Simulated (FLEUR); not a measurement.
# Pt (Fm-3m) in FLEUR: a series of runs

The runs below take Pt through band structure, equation of state, with SCAN.

Everything below comes from runs of FLEUR MaX-R8.1 (later development tree). Logs are shortened: lines on timing, memory, paths and dates and some standing lists are left out, and cuts for length are marked.

## Step 1: The structure

The structure is cubic, space group Fm-3m (No. 225). Conventional cell: a = 3.922 Å, b = 3.922 Å, c = 3.922 Å, α = 90.00°, β = 90.00°, γ = 90.00°. Pt (site symmetry m-3m) has 12 Pt at 2.77 Å as nearest neighbours.

## Step 2: Band structure, SCAN

Input file inp.xml:

```xml
<?xml version="1.0" encoding="UTF-8" standalone="no"?>
<fleurInput fleurInputVersion="0.39">
   <comment>
      Pt                                                                                                  
   </comment>
   <calculationSetup>
      <cutoffs Kmax="4.1" Gmax="12.7" GmaxXC="12.7" numbands="0"/>
      <scfLoop itmax="60" minDistance="0.00001" maxIterBroyd="15" imix="Anderson" alpha="0.05" precondParam="0.0" spinf="2.0" sdNocoIR="T"/>
      <coreElectrons ctail="F" frcor="F" kcrel="0" coretail_lmax="0"/>
      <xcFunctional name="LibXC" relativisticCorrections="F">
         <LibXCName exchange="mgga_x_scan" correlation="mgga_c_scan"/>
         <AuxGGA exchange="117" correlation="130"/>
      </xcFunctional>
      <magnetism jspins="1"/>
      <soc l_soc="F" theta="0.0" phi="0.0" spav="F"/>
      <expertModes spex="0" secvar="F"/>
      <geometryOptimization l_f="F" forcealpha="1.0" forcemix="BFGS" epsdisp="0.00001" epsforce="0.00001"/>
      <ldaU l_linMix="F" mixParam="0.05" spinf="1.0"/>
   </calculationSetup>
   <cell>
      <bzIntegration valenceElectrons="18.0" mode="hist" fermiSmearingEnergy="0.00183747">
         <kPointListSelection listName="default-1"/>
         <!-- k-points included here -->
         <xi:include xmlns:xi="http://www.w3.org/2001/XInclude" href="kpts.xml"> </xi:include>
      </bzIntegration>
      <!-- symmetry operations included here -->
      <xi:include xmlns:xi="http://www.w3.org/2001/XInclude" href="sym.xml"> </xi:include>
      <bulkLattice scale="1.0">
         <bravaisMatrix>
            <row-1>    0.0000000000000000     3.7055639577281401     3.7055639577281401</row-1>
            <row-2>    3.7055639577281401     0.0000000000000000     3.7055639577281401</row-2>
            <row-3>    3.7055639577281401     3.7055639577281401     0.0000000000000000</row-3>
         </bravaisMatrix>
      </bulkLattice>
   </cell>
   <atomSpecies>
      <species name="Platinum (Pt)" element="Pt" atomicNumber="78">
         <mtSphere radius="2.43" gridPoints="803" logIncrement="0.017"/>
         <atomicCutoffs lmax="10" lnonsphr="8"/>
         <electronConfig flipSpins="F">
            <coreConfig>(1s1/2) (2s1/2) (2p1/2) (2p3/2) (3s1/2) (3p1/2) (3p3/2) (4s1/2) (3d3/2) (3d5/2) (4p1/2) (4p3/2) (4d3/2) (4d5/2) (4f5/2) (4f7/2)</coreConfig>
            <valenceConfig>(5s1/2) (5p1/2) (5p3/2) (6s1/2) (5d3/2) (5d5/2)</valenceConfig>
            <stateOccupation state="(6s1/2)" spinUp="0.500000" spinDown="0.500000"/>
            <stateOccupation state="(5d3/2)" spinUp="1.800000" spinDown="1.800000"/>
            <stateOccupation state="(5d5/2)" spinUp="2.700000" spinDown="2.700000"/>
         </electronConfig>
         <energyParameters s="6" p="6" d="5" f="5"/>
         <lo type="SCLO" l="0" n="5" eDeriv="0"/>
         <lo type="SCLO" l="1" n="5" eDeriv="0"/>
         <lo type="SCLO" l="1" n="5" eDeriv="1"/>
         <lo type="SCLO" l="2" n="5" eDeriv="2"/>
         <lo type="SCLO" l="3" n="5" eDeriv="2"/>
      </species>
   </atomSpecies>
   <atomGroups>
      <atomGroup species="Platinum (Pt)">
         <relPos label="                   1">.0000000000 .0000000000 .0000000000</relPos>
         <force calculate="T" relaxXYZ="TTT"/>
      </atomGroup>
   </atomGroups>
   <output dos="F" band="F" slice="F">
      <checks vchk="F" cdinf="F"/>
      <bandDOS minEnergy="-.5*Htr" maxEnergy="0.5*Htr" sigma="0.015" storeEVData="T"/>
      <vacuumDOS vacdos="F" integ="F" star="F" nstars="0" locx1="0.0" locy1="0.0" locx2="0.0" locy2="0.0" nstm="0" tworkf="0.0"/>
      <unfoldingBand unfoldBand="F" supercellX="1" supercellY="1" supercellZ="1"/>
      <plotting iplot="0" polar="F">
         <plot TwoD="T" vec1="  1.0  0.0  0.0" vec2="  0.0  1.0  0.0" vec3="  0.0  0.0  1.0" zero="  0.0  0.0  0.0" file="plot"/>
      </plotting>
      <chargeDensitySlicing numkpt="0" minEigenval="0.0" maxEigenval="0.0" nnne="0" pallst="F"/>
      <specialOutput eonly="F"/>
      <moessbauerParams electricFieldGradient="T" isomerShift="T" coreHyperfine="T" valenceHyperfine="T"/>
      <magneticCircularDichroism mcd="F" energyLo="-10.0" energyUp="0.0"/>
   </output>
  <!-- We include the file relax.xml here to enable relaxations (see documentation) -->
  <xi:include xmlns:xi="http://www.w3.org/2001/XInclude" href="relax.xml"> <xi:fallback/> </xi:include>
</fleurInput>
```

Input file crystal.txt:

```
Pt
&input cartesian=F /
0.0000000000  1.9609000000  1.9609000000
1.9609000000  0.0000000000  1.9609000000
1.9609000000  1.9609000000  0.0000000000
1.8897261246
1.0 1.0 1.0

1
78 0.0000000000  0.0000000000  0.0000000000

&kpt div1=12 div2=12 div3=12 gamma=T /
```

Input file inp.xml (bands):

```
<?xml version="1.0" encoding="UTF-8" standalone="no"?>
<fleurInput fleurInputVersion="0.39">
   <comment>
      Pt                                                                                                  
   </comment>
   <calculationSetup>
      <cutoffs Kmax="4.1" Gmax="12.7" GmaxXC="12.7" numbands="0"/>
      <scfLoop itmax="60" minDistance="0.00001" maxIterBroyd="15" imix="Anderson" alpha="0.05" precondParam="0.0" spinf="2.0" sdNocoIR="T"/>
      <coreElectrons ctail="F" frcor="F" kcrel="0" coretail_lmax="0"/>
      <xcFunctional name="LibXC" relativisticCorrections="F">
         <LibXCName exchange="mgga_x_scan" correlation="mgga_c_scan"/>
         <AuxGGA exchange="117" correlation="130"/>
      </xcFunctional>
      <magnetism jspins="1"/>
      <soc l_soc="F" theta="0.0" phi="0.0" spav="F"/>
      <expertModes spex="0" secvar="F"/>
      <geometryOptimization l_f="F" forcealpha="1.0" forcemix="BFGS" epsdisp="0.00001" epsforce="0.00001"/>
      <ldaU l_linMix="F" mixParam="0.05" spinf="1.0"/>
   </calculationSetup>
   <cell>
      <bzIntegration valenceElectrons="18.0" mode="hist" fermiSmearingEnergy="0.00183747">
         <kPointListSelection listName="path-1"/>
         <!-- k-points included here -->
         <xi:include xmlns:xi="http://www.w3.org/2001/XInclude" href="kpts.xml"> </xi:include>
      </bzIntegration>
      <!-- symmetry operations included here -->
      <xi:include xmlns:xi="http://www.w3.org/2001/XInclude" href="sym.xml"> </xi:include>
      <bulkLattice scale="1.0">
         <bravaisMatrix>
            <row-1>    0.0000000000000000     3.7055639577281401     3.7055639577281401</row-1>
            <row-2>    3.7055639577281401     0.0000000000000000     3.7055639577281401</row-2>
            <row-3>    3.7055639577281401     3.7055639577281401     0.0000000000000000</row-3>
         </bravaisMatrix>
      </bulkLattice>
   </cell>
   <atomSpecies>
      <species name="Platinum (Pt)" element="Pt" atomicNumber="78">
         <mtSphere radius="2.43" gridPoints="803" logIncrement="0.017"/>
         <atomicCutoffs lmax="10" lnonsphr="8"/>
         <electronConfig flipSpins="F">
            <coreConfig>(1s1/2) (2s1/2) (2p1/2) (2p3/2) (3s1/2) (3p1/2) (3p3/2) (4s1/2) (3d3/2) (3d5/2) (4p1/2) (4p3/2) (4d3/2) (4d5/2) (4f5/2) (4f7/2)</coreConfig>
            <valenceConfig>(5s1/2) (5p1/2) (5p3/2) (6s1/2) (5d3/2) (5d5/2)</valenceConfig>
            <stateOccupation state="(6s1/2)" spinUp="0.500000" spinDown="0.500000"/>
            <stateOccupation state="(5d3/2)" spinUp="1.800000" spinDown="1.800000"/>
            <stateOccupation state="(5d5/2)" spinUp="2.700000" spinDown="2.700000"/>
         </electronConfig>
         <energyParameters s="6" p="6" d="5" f="5"/>
         <lo type="SCLO" l="0" n="5" eDeriv="0"/>
         <lo type="SCLO" l="1" n="5" eDeriv="0"/>
         <lo type="SCLO" l="1" n="5" eDeriv="1"/>
         <lo type="SCLO" l="2" n="5" eDeriv="2"/>
         <lo type="SCLO" l="3" n="5" eDeriv="2"/>
      </species>
   </atomSpecies>
   <atomGroups>
      <atomGroup species="Platinum (Pt)">
         <relPos label="                   1">.0000000000 .0000000000 .0000000000</relPos>
         <force calculate="T" relaxXYZ="TTT"/>
      </atomGroup>
   </atomGroups>
   <output dos="F" band="T" slice="F">
      <checks vchk="F" cdinf="F"/>
      <bandDOS minEnergy="-.5*Htr" maxEnergy="0.5*Htr" sigma="0.015" storeEVData="T"/>
      <vacuumDOS vacdos="F" integ="F" star="F" nstars="0" locx1="0.0" locy1="0.0" locx2="0.0" locy2="0.0" nstm="0" tworkf="0.0"/>
      <unfoldingBand unfoldBand="F" supercellX="1" supercellY="1" supercellZ="1"/>
      <plotting iplot="0" polar="F">
         <plot TwoD="T" vec1="  1.0  0.0  0.0" vec2="  0.0  1.0  0.0" vec3="  0.0  0.0  1.0" zero="  0.0  0.0  0.0" file="plot"/>
      </plotting>
      <chargeDensitySlicing numkpt="0" minEigenval="0.0" maxEigenval="0.0" nnne="0" pallst="F"/>
      <specialOutput eonly="F"/>
      <moessbauerParams electricFieldGradient="T" isomerShift="T" coreHyperfine="T" valenceHyperfine="T"/>
      <magneticCircularDichroism mcd="F" energyLo="-10.0" energyUp="0.0"/>
   </output>
  <!-- We include the file relax.xml here to enable relaxations (see documentation) -->
  <xi:include xmlns:xi="http://www.w3.org/2001/XInclude" href="relax.xml"> <xi:fallback/> </xi:include>
</fleurInput>
```

Potentials or basis: all-electron, FLAPW.

Launch:

```bash
> inpgen -f crystal.txt -profile fastHighL
> # inp.xml edited to the form shown
> fleur_MPI
> fleur_MPI   # second run, on inp.xml (bands)
```

Log:

```text
Welcome to FLEUR        (www.flapw.de)
      MaX-Release 8.1          (www.max-centre.eu)
 func_ids         267         263         267         263
 MetaGGA potential functional detected - V_tau will be computed
 Auxiliary Potential for radial basis: exchange=         117  correlation=         130
The functional 'SCAN exchange of Sun, Ruzsinszky, and Perdew' is an exchange functional, it belongs to the 'MGGA' family and is defined in the reference(s):
[1] J. Sun, A. Ruzsinszky, and J. P. Perdew.,  Phys. Rev. Lett. 115, 036402 (2015)
The functional 'SCAN correlation of Sun, Ruzsinszky, and Perdew' is a correlation functional, it belongs to the 'MGGA' family and is defined in the reference(s):
[1] J. Sun, A. Ruzsinszky, and J. P. Perdew.,  Phys. Rev. Lett. 115, 036402 (2015)
 Using same functional for VXC and EXC

 ========== k-point set info ==========
 Selected k-point list: default-1
 k-point list type: mesh
 12 x 12 x 12
 Number of k points: 72

 ------------Calculation Setup---------------------------
 Number of MPI-tasks      :            1
 Number of PE/node        :            1
 Number of OMP-threads    :            1
 Most efficient MPI parallelization for:
           1           2           3           4           6           8           9          12          18          24          36          72
 Additional eigenvalue parallelization possible
 Number of basis functions:          162
 Approximate size of matrices (H+S) per k-point:         0.000 GB
 --------------------------------------------------------
The functional 'Hammer, Hansen, and Norskov' is an exchange functional, it belongs to the 'GGA' family and is defined in the reference(s):
[1] B. Hammer, L. B. Hansen, and J. K. Nørskov.,  Phys. Rev. B 59, 7413 (1999)
The functional 'Perdew, Burke & Ernzerhof' is a correlation functional, it belongs to the 'GGA' family and is defined in the reference(s):
[1] J. P. Perdew, K. Burke, and M. Ernzerhof.,  Phys. Rev. Lett. 77, 3865 (1996)
[2] J. P. Perdew, K. Burke, and M. Ernzerhof.,  Phys. Rev. Lett. 78, 1396 (1997)
 Using same functional for VXC and EXC
 Using auxiliary GGA potential for the first iteration of MetaGGA calculation.
 Reset of history
 Reset of history
 Iteration:     1   Distance:      70.39172745 me/bohr^3
The functional 'Hammer, Hansen, and Norskov' is an exchange functional, it belongs to the 'GGA' family and is defined in the reference(s):
[1] B. Hammer, L. B. Hansen, and J. K. Nørskov.,  Phys. Rev. B 59, 7413 (1999)
The functional 'Perdew, Burke & Ernzerhof' is a correlation functional, it belongs to the 'GGA' family and is defined in the reference(s):
[1] J. P. Perdew, K. Burke, and M. Ernzerhof.,  Phys. Rev. Lett. 77, 3865 (1996)
[2] J. P. Perdew, K. Burke, and M. Ernzerhof.,  Phys. Rev. Lett. 78, 1396 (1997)
 Using same functional for VXC and EXC
 Iteration:     2   Distance:      66.75160850 me/bohr^3
The functional 'Hammer, Hansen, and Norskov' is an exchange functional, it belongs to the 'GGA' family and is defined in the reference(s):
[1] B. Hammer, L. B. Hansen, and J. K. Nørskov.,  Phys. Rev. B 59, 7413 (1999)
The functional 'Perdew, Burke & Ernzerhof' is a correlation functional, it belongs to the 'GGA' family and is defined in the reference(s):
[1] J. P. Perdew, K. Burke, and M. Ernzerhof.,  Phys. Rev. Lett. 77, 3865 (1996)
[2] J. P. Perdew, K. Burke, and M. Ernzerhof.,  Phys. Rev. Lett. 78, 1396 (1997)
 Using same functional for VXC and EXC
 Iteration:     3   Distance:      63.33218693 me/bohr^3
The functional 'Hammer, Hansen, and Norskov' is an exchange functional, it belongs to the 'GGA' family and is defined in the reference(s):
[1] B. Hammer, L. B. Hansen, and J. K. Nørskov.,  Phys. Rev. B 59, 7413 (1999)
The functional 'Perdew, Burke & Ernzerhof' is a correlation functional, it belongs to the 'GGA' family and is defined in the reference(s):
[1] J. P. Perdew, K. Burke, and M. Ernzerhof.,  Phys. Rev. Lett. 77, 3865 (1996)
[2] J. P. Perdew, K. Burke, and M. Ernzerhof.,  Phys. Rev. Lett. 78, 1396 (1997)
 Using same functional for VXC and EXC
 Iteration:     4   Distance:      11.30041569 me/bohr^3
The functional 'Hammer, Hansen, and Norskov' is an exchange functional, it belongs to the 'GGA' family and is defined in the reference(s):
[1] B. Hammer, L. B. Hansen, and J. K. Nørskov.,  Phys. Rev. B 59, 7413 (1999)
The functional 'Perdew, Burke & Ernzerhof' is a correlation functional, it belongs to the 'GGA' family and is defined in the reference(s):
[1] J. P. Perdew, K. Burke, and M. Ernzerhof.,  Phys. Rev. Lett. 77, 3865 (1996)
[2] J. P. Perdew, K. Burke, and M. Ernzerhof.,  Phys. Rev. Lett. 78, 1396 (1997)
 Using same functional for VXC and EXC
 Iteration:     5   Distance:       2.78893934 me/bohr^3
The functional 'Hammer, Hansen, and Norskov' is an exchange functional, it belongs to the 'GGA' family and is defined in the reference(s):
[... 53 lines left out ...]
 Using same functional for VXC and EXC
 Iteration:    13   Distance:       0.00104657 me/bohr^3
The functional 'Hammer, Hansen, and Norskov' is an exchange functional, it belongs to the 'GGA' family and is defined in the reference(s):
[1] B. Hammer, L. B. Hansen, and J. K. Nørskov.,  Phys. Rev. B 59, 7413 (1999)
The functional 'Perdew, Burke & Ernzerhof' is a correlation functional, it belongs to the 'GGA' family and is defined in the reference(s):
[1] J. P. Perdew, K. Burke, and M. Ernzerhof.,  Phys. Rev. Lett. 77, 3865 (1996)
[2] J. P. Perdew, K. Burke, and M. Ernzerhof.,  Phys. Rev. Lett. 78, 1396 (1997)
 Using same functional for VXC and EXC
 Iteration:    14   Distance:       0.00014941 me/bohr^3
The functional 'Hammer, Hansen, and Norskov' is an exchange functional, it belongs to the 'GGA' family and is defined in the reference(s):
[1] B. Hammer, L. B. Hansen, and J. K. Nørskov.,  Phys. Rev. B 59, 7413 (1999)
The functional 'Perdew, Burke & Ernzerhof' is a correlation functional, it belongs to the 'GGA' family and is defined in the reference(s):
[1] J. P. Perdew, K. Burke, and M. Ernzerhof.,  Phys. Rev. Lett. 77, 3865 (1996)
[2] J. P. Perdew, K. Burke, and M. Ernzerhof.,  Phys. Rev. Lett. 78, 1396 (1997)
 Using same functional for VXC and EXC
 Iteration:    15   Distance:       0.00012660 me/bohr^3
The functional 'Hammer, Hansen, and Norskov' is an exchange functional, it belongs to the 'GGA' family and is defined in the reference(s):
[1] B. Hammer, L. B. Hansen, and J. K. Nørskov.,  Phys. Rev. B 59, 7413 (1999)
The functional 'Perdew, Burke & Ernzerhof' is a correlation functional, it belongs to the 'GGA' family and is defined in the reference(s):
[1] J. P. Perdew, K. Burke, and M. Ernzerhof.,  Phys. Rev. Lett. 77, 3865 (1996)
[2] J. P. Perdew, K. Burke, and M. Ernzerhof.,  Phys. Rev. Lett. 78, 1396 (1997)
 Using same functional for VXC and EXC
 Iteration:    16   Distance:       0.00000580 me/bohr^3

 ********************************************************************
 Run finished successfully
 Stop message:
   all done
 ********************************************************************
```

Run time: 20 s. Hardware: 1 thread of Arm Neoverse V1, shared host; peak memory 0.07 GiB.

What came out:

| Property | Result |
| --- | --- |
| Free energy | -501938.2894 eV |
| Band gap along the path | none (metal or under the smearing width) |
| Valence electrons inside the program's atomic spheres | Pt 16.28 (radii Pt 2.43 bohr) |

Levels at the corners of the path, in eV from the Fermi level:
| point | band 6 | band 7 | band 8 | band 9 | band 10 | band 11 | band 12 | band 13 |
| --- | --- | --- | --- | --- | --- | --- | --- | --- |
| Γ | -4.00 | -4.00 | -4.00 | -1.93 | -1.93 | 15.23 | 20.36 | 20.36 |
| X | -6.99 | -0.20 | 0.58 | 0.58 | 1.56 | 8.89 | 11.61 | 11.61 |
| W | -4.83 | -4.83 | -2.31 | 0.59 | 7.03 | 8.43 | 8.43 | 12.50 |
| K | -5.80 | -3.06 | -1.58 | -0.13 | 5.67 | 6.87 | 10.37 | 15.00 |
| Γ | -4.00 | -4.00 | -4.00 | -1.93 | -1.93 | 15.23 | 20.36 | 20.36 |
| L | -4.16 | -4.16 | -0.62 | 0.00 | 0.00 | 5.91 | 14.88 | 19.40 |
| U | -5.80 | -3.06 | -1.58 | -0.13 | 5.67 | 6.87 | 10.37 | 15.00 |
| W | -4.83 | -4.83 | -2.31 | 0.59 | 7.03 | 8.43 | 8.43 | 12.50 |
| L | -4.16 | -4.16 | -0.62 | 0.00 | 0.00 | 5.91 | 14.88 | 19.40 |
| K | -5.80 | -3.06 | -1.58 | -0.13 | 5.67 | 6.87 | 10.37 | 15.00 |
| U | -5.80 | -3.06 | -1.58 | -0.13 | 5.67 | 6.87 | 10.37 | 15.00 |
| X | -6.99 | -0.20 | 0.58 | 0.58 | 1.56 | 8.89 | 11.61 | 11.61 |

Core levels (eV from the Fermi level):
| atom | levels |
| --- | --- |
| 1 Pt | 1s1/2 -78314.8, 2s1/2 -13744.5, 2p1/2 -13170.1, 2p3/2 -11441.0, 3s1/2 -3225.8, 3p1/2 -2968.7, 3p3/2 -2588.5, 4s1/2 -690.8, 3d3/2 -2161.7, 3d5/2 -2079.8, 4p1/2 -581.8, 4p3/2 -491.3, 4d3/2 -313.1, 4d5/2 -296.2, 4f5/2 -68.6, 4f7/2 -65.2 |

Caveat: the meta-GGA is that of a development version, with a GGA for the radial functions and cores and without core tails; spin-orbit coupling is left out, which moves the levels of the heavy elements.

## Step 3: Equation of state, SCAN, 14.18 Å³/atom (volume scaled by 0.94)

Edit inp.xml of step 2 so:

```diff
@@ -6,3 +6,3 @@
    <calculationSetup>
-      <cutoffs Kmax="4.1" Gmax="12.7" GmaxXC="12.7" numbands="0"/>
+      <cutoffs Kmax="4.12" Gmax="12.8" GmaxXC="12.8" numbands="0"/>
       <scfLoop itmax="60" minDistance="0.00001" maxIterBroyd="15" imix="Anderson" alpha="0.05" precondParam="0.0" spinf="2.0" sdNocoIR="T"/>
@@ -27,3 +27,3 @@
       <xi:include xmlns:xi="http://www.w3.org/2001/XInclude" href="sym.xml"> </xi:include>
-      <bulkLattice scale="1.0">
+      <bulkLattice scale="0.9795861087">
          <bravaisMatrix>
@@ -37,3 +37,3 @@
       <species name="Platinum (Pt)" element="Pt" atomicNumber="78">
-         <mtSphere radius="2.43" gridPoints="803" logIncrement="0.017"/>
+         <mtSphere radius="2.38" gridPoints="803" logIncrement="0.017"/>
          <atomicCutoffs lmax="10" lnonsphr="8"/>
```

Potentials or basis: all-electron, FLAPW.

Launch:

```bash
> inpgen -f crystal.txt -profile fastHighL
> # inp.xml edited to the form shown
> fleur_MPI
```

Wall time 17 s (1 thread of Arm Neoverse V1, shared host); peak memory 0.08 GiB.

Results (log left out):

* Free energy: -501938.2523 eV
* Band gap on the k mesh: none (metal or under the smearing width)
* Valence electrons inside the program's atomic spheres: Pt 16.19 (radii Pt 2.38 bohr)

Caveat: the meta-GGA is that of a development version, with a GGA for the radial functions and cores and without core tails.

## Step 4: Equation of state, SCAN, 14.48 Å³/atom (volume scaled by 0.96)

Edit inp.xml of step 3 so:

```diff
@@ -27,3 +27,3 @@
       <xi:include xmlns:xi="http://www.w3.org/2001/XInclude" href="sym.xml"> </xi:include>
-      <bulkLattice scale="0.9795861087">
+      <bulkLattice scale="0.9864848297">
          <bravaisMatrix>
```

Launch:

```bash
> inpgen -f crystal.txt -profile fastHighL
> # inp.xml edited to the form shown
> fleur_MPI
```

It took 18 s on 1 thread of Arm Neoverse V1, shared host; peak memory 0.09 GiB.

Results (log left out):

```
Free energy                                           : -501938.2794 eV
Band gap on the k mesh                                : none (metal or under the smearing width)
Valence electrons inside the program's atomic spheres : Pt 16.15 (radii Pt 2.38 bohr)
```

Caveat: the meta-GGA is that of a development version, with a GGA for the radial functions and cores and without core tails.

## Step 5: Equation of state, SCAN, 15.08 Å³/atom

Edit inp.xml of step 4 so:

```diff
@@ -27,3 +27,3 @@
       <xi:include xmlns:xi="http://www.w3.org/2001/XInclude" href="sym.xml"> </xi:include>
-      <bulkLattice scale="0.9864848297">
+      <bulkLattice scale="1.0000000000">
          <bravaisMatrix>
```

Launch:

```bash
> inpgen -f crystal.txt -profile fastHighL
> # inp.xml edited to the form shown
> fleur_MPI
```

Wall time 18 s (1 thread of Arm Neoverse V1, shared host); peak memory 0.09 GiB.

The run converged. Its results:

| Property | Result |
| --- | --- |
| Free energy | -501938.2939 eV |
| Band gap on the k mesh | none (metal or under the smearing width) |
| Valence electrons inside the program's atomic spheres | Pt 16.09 (radii Pt 2.38 bohr) |

Caveat: the meta-GGA is that of a development version, with a GGA for the radial functions and cores and without core tails.

(Part 1 of 2 ends here.)
